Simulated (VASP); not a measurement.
# Be (P6_3/mmc) in VASP: single point with HSE06

Aim: the single point of Be with HSE06.

Program: VASP 6.6.1. These are calculated values, not measurements. Logs are shortened: lines on timing, memory, paths and dates and some standing lists are left out, and cuts for length are marked.

## Step 1: Starting point

It takes space group P6_3/mmc (No. 194, hexagonal). Conventional cell: a = 2.257 Å, b = 2.257 Å, c = 3.561 Å, α = 90.00°, β = 90.00°, γ = 120.00°. Be (site symmetry -6m2) is surrounded by 12 Be at 2.21 to 2.26 Å.

## Step 2: Single point, HSE06

File POSCAR:

```
Be
1.0
    2.2568100000      0.0000000000      0.0000000000
   -1.1284000000      1.9544500000      0.0000000000
    0.0000000000      0.0000000000      3.5611600000
Be
2
Direct
    0.3333300000      0.6666700000      0.2500000000
    0.6666700000      0.3333300000      0.7500000000
```

File INCAR.step1:

```
ALGO     = Normal         # electronic algorithm
EDIFF    = 1E-5           # SCF threshold, eV
ENCUT    = 520            # plane-wave cutoff, eV
GGA      = PE             # functional
ISIF     = 2              # what is computed and relaxed
ISMEAR   = 0              # smearing method
LASPH    = T              # aspherical terms in the spheres
LCHARG   = F              # write CHGCAR
LREAL    = F              # projectors in reciprocal space
LWAVE    = T              # write WAVECAR
NELM     = 60             # most SCF steps
PREC     = Accurate       # precision mode
SIGMA    = 0.1            # smearing width, eV
```

File INCAR.step2:

```
ALGO     = Normal         # electronic algorithm
EDIFF    = 1E-6           # SCF threshold, eV
ENCUT    = 520            # plane-wave cutoff, eV
GGA      = PE             # functional
HFSCREEN = 0.2            # screening, 1/A
ISIF     = 2              # what is computed and relaxed
ISMEAR   = 0              # smearing method
ISTART   = 1            
LASPH    = T              # aspherical terms in the spheres
LCHARG   = F              # write CHGCAR
LHFCALC  = T              # exact exchange
LREAL    = F              # projectors in reciprocal space
LWAVE    = F              # write WAVECAR
NELM     = 60             # most SCF steps
PREC     = Accurate       # precision mode
PRECFOCK = Fast         
SIGMA    = 0.1            # smearing width, eV
```

File KPOINTS:

```
k-points
0
Gamma
  9 9 6
```

Potentials or basis: VASP PAW PBE potentials, release 64 (Be).

Started as:

```console
$ cat potpaw_PBE.64/Be/POTCAR > POTCAR
$ cp INCAR.step1 INCAR
$ mpirun -np 1 vasp_std > vasp.out
$ cp INCAR.step2 INCAR
$ mpirun -np 1 vasp_std > vasp.out
```

OUTCAR:

```text
EDIFF = 1E-6
   ENCUT = 520
   GGA = PE
   HFSCREEN = 0.2
   ISIF = 2
   ISMEAR = 0
   ISTART = 1
   LASPH = T
   LHFCALC = T
   LREAL = F
   NELM = 60
   PREC = Accurate
   PRECFOCK = Fast

 ion  position               nearest neighbor table
   1  0.333  0.667  0.250-   2 2.21   2 2.21   2 2.21   2 2.21   2 2.21   2 2.21
   2  0.667  0.333  0.750-   1 2.21   1 2.21   1 2.21   1 2.21   1 2.21   1 2.21

  LATTYP: Found a hexagonal cell.
 ALAT       =     2.2568100000
 C/A-ratio  =     1.5779618134

  Lattice vectors:

 A1 = (   2.2568100000,   0.0000000000,   0.0000000000)
 A2 = (  -1.1284000000,   1.9544500000,   0.0000000000)
 A3 = (   0.0000000000,   0.0000000000,   3.5611600000)

Analysis of symmetry for initial positions (statically):
=====================================================================
 Subroutine PRICEL returns:
 Original cell was already a primitive cell.

 Routine SETGRP: Setting up the symmetry group for a
 hexagonal supercell.

 Subroutine GETGRP returns: Found  8 space group operations
 (whereof  4 operations were pure point group operations)
 out of a pool of 24 trial point group operations.

The static configuration has the point symmetry C_2h.
 The point group associated with its full space group is D_2h.

Analysis of symmetry for dynamics (positions and initial velocities):
=====================================================================
 Subroutine PRICEL returns:
 Original cell was already a primitive cell.

 Routine SETGRP: Setting up the symmetry group for a
 hexagonal supercell.

 Subroutine GETGRP returns: Found  8 space group operations
 (whereof  4 operations were pure point group operations)
 out of a pool of 24 trial point group operations.

The dynamic configuration has the point symmetry C_2h.
 The point group associated with its full space group is D_2h.

 Subroutine INISYM returns: Found  8 space group operations
 (whereof  4 operations are pure point group operations),
 and found     1 'primitive' translations

----------------------------------------------------------------------------------------

                                     Primitive cell

  volume of cell :      15.7076

  direct lattice vectors                    reciprocal lattice vectors
     2.256810000  0.000000000  0.000000000     0.443103318  0.255825314  0.000000000
    -1.128400000  1.954450000  0.000000000     0.000000000  0.511652895  0.000000000
     0.000000000  0.000000000  3.561160000     0.000000000  0.000000000  0.280807377

  length of vectors
     2.256810000  2.256803350  3.561160000     0.511651387  0.511652895  0.280807377

  position of ions in fractional coordinates (direct lattice)
     0.333330000  0.666670000  0.250000000
     0.666670000  0.333330000  0.750000000

  ion indices of the primitive-cell ions
   primitive index   ion index
                 1           1
                 2           2

----------------------------------------------------------------------------------------

 KPOINTS: k-points

Automatic generation of k-mesh.
 Grid dimensions read from file:
 generate k-points for:    9    9    6

 Generating k-lattice:

  Cartesian coordinates                     Fractional coordinates (reciprocal lattice)
     0.049233702  0.028425035  0.000000000     0.111111111  0.000000000  0.000000000
     0.000000000  0.056850322  0.000000000     0.000000000  0.111111111  0.000000000
     0.000000000  0.000000000  0.046801230     0.000000000  0.000000000  0.166666667

  Length of vectors
     0.056850154  0.056850322  0.046801230

  Shift w.r.t. Gamma in fractional coordinates (k-lattice)
     0.000000000  0.000000000  0.000000000

 Subroutine IBZKPT returns following result:
 ===========================================

 Found    100 irreducible k-points:

 Following reciprocal coordinates:
            Coordinates               Weight
  0.000000  0.000000  0.000000      1.000000
  0.111111 -0.000000  0.000000      4.000000
 -0.111111  0.111111  0.000000      2.000000
  0.222222 -0.000000  0.000000      4.000000
 -0.222222  0.222222  0.000000      2.000000
  0.333333 -0.000000  0.000000      4.000000
[... 16 lines left out ...]
 -0.222222 -0.444444  0.000000      4.000000
  0.444444  0.333333  0.000000      4.000000
 [... further k-points ...]
   k-points           NKPTS =    100   k-points in BZ     NKDIM =    486   number of bands    NBANDS=      6
   number of dos      NEDOS =    301   number of ions     NIONS =      2
   total plane-waves  NPLWV =   9072
   dimension x,y,z NGX =    18 NGY =   18 NGZ =   28
   dimension x,y,z NGXF=    36 NGYF=   36 NGZF=   56
   ions per type =               2
   NGX,Y,Z   is equivalent  to a cutoff of  13.26, 13.26, 13.07 a.u.
   NGXF,Y,Z  is equivalent  to a cutoff of  26.52, 26.52, 26.14 a.u.
 SYSTEM =  unknown system
   PREC   = accura    normal or accurate (medium, high low for compatibility)
   ISTART =      1    job   : 0-new  1-cont  2-samecut
   ICHARG =      0    charge: 1-file 2-atom 10-const
   ISPIN  =      1    spin polarized calculation?
   LNONCOLLINEAR =      F non collinear calculations
   LSORBIT =      F    spin-orbit coupling
   LASPH  =      T    aspherical Exc in radial PAW
   ENCUT  =  520.0 eV  38.22 Ry    6.18 a.u.   4.20  4.20  6.62*2*pi/ulx,y,z
   NELM   =     60;   NELMIN=  2; NELMDL=  0     # of ELM steps
   EDIFF  = 0.1E-05   stopping-criterion for ELM
   LREAL  =      F    real-space projection
   EDIFFG = 0.1E-04   stopping-criterion for IOM
   NSW    =      0    number of steps for IOM
   IBRION =     -1    ionic relax: 0-MD 1-quasi-New 2-CG
   NFREE  =      0    steps in history (QN), initial steepest desc. (CG)
   ISIF   =      2    stress and relaxation
   ISYM   =      3    0-nonsym 1-usesym 2-fastsym
   POTIM  = 0.5000    time-step for ionic-motion
   TEBEG  =    0.0;   TEEND  =   0.0 temperature during run
   PSTRESS=    0.0 pullay stress
   NELECT =       4.0000    total number of electrons
   NUPDOWN=      -1.0000    fix difference up-down
   EMIN   =  10.00;   EMAX   =-10.00  energy-range for DOS
   EFERMI =   0.00;   METHOD = LEGACY
   ISMEAR =     0;   SIGMA  =   0.10  broadening in eV -4-tet -1-fermi 0-gaus
   EFERMI_NEDOS =   21; number of points for ismear=-14 and -15
   IALGO  =     38    algorithm
   IMIX   =      1    mixing-type and parameters
     AMIX     =   0.40;   BMIX     =  1.00
     AMIX_MAG =   1.60;   BMIX_MAG =  1.00
  volume/ion in A,a.u.               =       7.85        53.00
  Fermi-wavevector in a.u.,A,eV,Ry     =   1.037667  1.960905 14.650098  1.076752
  Thomas-Fermi vector in A             =   2.172115
   LORBIT       =      0    0 simple, 1 ext, 2 COOP (PROOUT), +10 PAW based schemes
   GGA     = PE    functional components
   LHFCALC =     T    Hartree Fock is set to
   PRECFOCK=fast      Normal, Fast or Accurate (Low or Medium for compatibility)
   ENCUT4O =  -1.0   cutoff for four orbital integrals eV
   NKREDX  =     1    reduce k-point grid by
   NKREDY  =     1    reduce k-point grid by
   NKREDZ  =     1    reduce k-point grid by
   AEXX    =    0.2500 exact exchange contribution
   HFSCREEN=    0.2000 screening length (either q_TF or 0.3 A-1)
   HFSCREENC=   0.2000 screening length for correlation (either q_TF or 0.3 A-1)
   ENCUTFOCK=  -1.0 apply spherical cutoff to Coloumb kernel
   IVDW    =     0    specifies the selected vdW correction
   LEPSILON=     F    determine dielectric tensor
   LRPA    =     F    only Hartree local field effects (RPA)
 non-spin polarized calculation
 Gauss-broadening in eV      SIGMA  =   0.10
  energy-cutoff  :      520.00
  volume of cell :       15.71
 maximum number of plane-waves:       446
 NGX is ok and might be reduce to    18
  NGX = 10; NGY = 10; NGZ = 16

 number of electron       4.0000000 magnetization

 Free energy of the ion-electron system (eV)
  ---------------------------------------------------
  ext. energy  EPLUGINS =         0.00000000
  ---------------------------------------------------
  free energy    TOTEN  =        -7.63318590 eV

  energy without entropy =       -7.63253315  energy(sigma->0) =       -7.63285952

 E-fermi :   6.7260     XC(G=0):  -8.7214

 val. band max:        6.5145621796   @ k =  -0.4444   0.3333   0.0000
 cond. band min:       6.7559644724   @ k =   0.3333  -0.0000   0.0000
 fundamental gap:      0.2414022928
 Fermi energy:         6.7260471632

 k-point     1 :       0.0000    0.0000    0.0000
  band No.  band energies     occupation
      1      -5.9970      2.00000
      2       1.9251      2.00000
      3       8.4675      0.00000
      4      24.5449      0.00000
      5      24.5451      0.00000
      6      27.4526      0.00000

 k-point     2 :       0.1111   -0.0000    0.0000
  band No.  band energies     occupation
      1      -5.5943      2.00000
      2       2.4640      2.00000
      3       8.5690      0.00000
      4      21.8202      0.00000
      5      22.7686      0.00000
      6      27.4054      0.00000

 k-point     3 :      -0.1111    0.1111    0.0000
  band No.  band energies     occupation
      1      -5.5943      2.00000
      2       2.4640      2.00000
      3       8.5690      0.00000
      4      21.8203      0.00000
      5      22.7684      0.00000
      6      27.4053      0.00000

 k-point     4 :       0.2222   -0.0000    0.0000
  band No.  band energies     occupation
      1      -4.3816      2.00000
      2       4.0856      2.00000
      3       8.6944      0.00000
      4      17.1369      0.00000
      5      20.3860      0.00000
      6      25.5224      0.00000

 k-point     5 :      -0.2222    0.2222    0.0000
  band No.  band energies     occupation
      1      -4.3816      2.00000
      2       4.0856      2.00000
      3       8.6944      0.00000
      4      17.1369      0.00000
      5      20.3859      0.00000
      6      25.5225      0.00000

 k-point     6 :       0.3333   -0.0000    0.0000
  band No.  band energies     occupation
      1      -2.3583      2.00000
      2       6.7560      0.67223
      3       7.6254      0.00000
      4      14.1714      0.00000
      5      18.6365      0.00000
      6      20.3920      0.00000

 k-point     7 :      -0.3333    0.3333    0.0000
  band No.  band energies     occupation
      1      -2.3583      2.00000
      2       6.7560      0.67218
      3       7.6255      0.00000
      4      14.1713      0.00000
      5      18.6364      0.00000
      6      20.3922      0.00000

 k-point     8 :       0.4444   -0.0000    0.0000
  band No.  band energies     occupation
      1       0.3571      2.00000
      2       4.4588      2.00000
      3      10.1812      0.00000
      4      14.4079      0.00000
      5      15.5354      0.00000
      6      17.7327      0.00000
[... 91 lines left out ...]
 k-point    19 :       0.4444    0.4444    0.0000
  band No.  band energies     occupation
      1       1.7158      2.00000
      2       3.6630      2.00000
      3      11.6871      0.00000
      4      13.7230      0.00000
      5      14.5106      0.00000
      6      14.7014      0.00000

 k-point    20 :       0.2222    0.2222    0.0000
  band No.  band energies     occupation
      1      -1.1049      2.00000
      2       8.3078      0.00000
      3       8.4211      0.00000
      4      10.9960      0.00000
      5      15.5539      0.00000
      6      20.1935      0.00000

 k-point    21 :      -0.2222    0.4444    0.0000
  band No.  band energies     occupation
      1      -1.1049      2.00000
      2       8.3078      0.00000
      3       8.4211      0.00000
      4      10.9960      0.00000
      5      15.5537      0.00000
      6      20.1937      0.00000

 k-point    22 :       0.3333    0.2222    0.0000
  band No.  band energies     occupation
      1       1.7326      2.00000
      2       5.7976      2.00000
      3       9.4476      0.00000
      4      11.6444      0.00000
      5      14.8058      0.00000
      6      16.4265      0.00000

 k-point    23 :      -0.2222   -0.4444    0.0000
  band No.  band energies     occupation
      1       1.7326      2.00000
      2       5.7976      2.00000
      3       9.4476      0.00000
      4      11.6444      0.00000
      5      14.8058      0.00000
      6      16.4265      0.00000

 k-point    24 :       0.4444    0.3333    0.0000
  band No.  band energies     occupation
      1       1.7326      2.00000
      2       5.7977      2.00000
      3       9.4476      0.00000
      4      11.6443      0.00000
      5      14.8057      0.00000
      6      16.4267      0.00000

 [... further k-points ...]
[... 5 lines left out ...]
  --------------------------------------------------------------------------------------
  -------------------------------------------------------------------------------------
  Total        0.1938553      0.1937171     -0.3239964     -0.0001184     -0.0000000      0.0000000
  in kB       19.7732151     19.7591141    -33.0475808     -0.0120774     -0.0000000      0.0000000
  external PRESSURE =       2.1615828 kB  Pullay stress =       0.0000000 kB

 VOLUME and BASIS-vectors are now :
 -----------------------------------------------------------------------------
  energy-cutoff  :      520.00
  volume of cell :       15.71
      direct lattice vectors                 reciprocal lattice vectors
     2.256810000  0.000000000  0.000000000     0.443103318  0.255825314  0.000000000
    -1.128400000  1.954450000  0.000000000     0.000000000  0.511652895  0.000000000
     0.000000000  0.000000000  3.561160000     0.000000000  0.000000000  0.280807377

 POSITION                                       TOTAL-FORCE (eV/Angst)
 -----------------------------------------------------------------------------------
     -0.00001      1.30297      0.89029         0.000090     -0.000052      0.000000
      1.12842      0.65148      2.67087        -0.000090      0.000052      0.000000
 -----------------------------------------------------------------------------------
    total drift:                                0.000000      0.000000     -0.000000

  FREE ENERGIE OF THE ION-ELECTRON SYSTEM (eV)
  ---------------------------------------------------
  free  energy   TOTEN  =        -7.6331858957 eV

  energy  without entropy=       -7.6325331531  energy(sigma->0) =       -7.63285952
```

It took 4.3 min on 1 thread of Intel Xeon Platinum 8488C (Sapphire Rapids), shared host; peak memory 0.23 GiB.

What came out:

* Free energy: -7.6332 eV
* Pressure: 0.2 GPa
* Band gap on the k mesh: none (metal or under the smearing width)

Stress tensor (GPa, compression positive):
```
 1.98  0.00  0.00
 0.00  1.98  0.00
 0.00  0.00 -3.30
```

Levels at points of the mesh, in eV from the Fermi level:
```tsv
k point	band 1	band 2	band 3	band 4	band 5	band 6
(0.00, 0.00, 0.00)	-12.72	-4.80	1.74	17.82	17.82	20.73
(0.00, 0.00, 0.50)	-10.26	-10.26	12.07	12.07	19.53	19.53
```

Caveat: the PAW data sets were made with another functional, which shifts forces and pressure a little.
